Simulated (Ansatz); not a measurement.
The system is CoO.

```
Co O
1.0
     1.50547    0.86918    2.43993
    -1.50547    0.86918    2.43993
     0.00000   -1.73837    2.43993
Co O
1 1
Direct
  0.00000 0.00000 0.00000
  0.50000 0.50000 0.50000
```

The cell is a database's computed one.

Alike in all runs: program Ansatz 0.2.0; functional PBE; potentials or basis Ansatz PAW; cutoff 420 eV (not typed: the program's choice for these potentials); k mesh 9 × 9 × 9; occupations fermi-dirac, width 0.05 eV.

Only the start or the spin constraint differs. Which run ends lowest in energy?
A. collinear spin, ferromagnetic start of up to 1 μB; fixed moment 1
B. collinear spin, ferromagnetic start of up to 1.5 μB; fixed moment 1.5
C. collinear spin, ferromagnetic start of up to 2.5 μB; fixed moment 2.5
D. collinear spin, ferromagnetic start of up to 2 μB; fixed moment 2
E. collinear spin, ferromagnetic start of up to 0.5 μB; fixed moment 0.5
F. collinear spin, ferromagnetic start of up to 3 μB; fixed moment 3

F.

| start | free energy over the lowest (meV/atom) | net moment (μB) | site or absolute moments (μB) | gap |
| --- | --- | --- | --- | --- |
| collinear spin, ferromagnetic start of up to 2 μB; fixed moment 2 | 45.4 | 2.00 | Co +1.82; O +0.08 | - |
| collinear spin, ferromagnetic start of up to 2.5 μB; fixed moment 2.5 | 12.6 | 2.50 | Co +2.19; O +0.20 | - |
| collinear spin, ferromagnetic start of up to 1 μB; fixed moment 1 | 151.8 | 1.00 | Co +0.96; O -0.03 | - |
| collinear spin, program default start; fixed moment 0 | 236.6 | 0.00 | - | - |
| collinear spin, ferromagnetic start of up to 1.5 μB; fixed moment 1.5 | 98.0 | 1.50 | Co +1.40; O +0.01 | - |
| collinear spin, ferromagnetic start of up to 3 μB; fixed moment 3 | 0.0 | 3.00 | Co +2.54; O +0.34 | - |
| collinear spin, ferromagnetic start of up to 0.5 μB; fixed moment 0.5 | 210.1 | 0.50 | Co +0.50; O -0.03 | - |
| collinear spin, ferromagnetic start of up to 4 μB; fixed moment 4 | 1287.5 | 4.00 | Co +2.91; O +0.68 | - |

All polarised runs hold their moment fixed, so the table maps the energy against it. A still lower state may exist.

Caveats: the total moment is fixed, so each spin has its own Fermi level; a cell with one magnetic atom can't hold antiferromagnetic order, which such compounds often take (some runs).
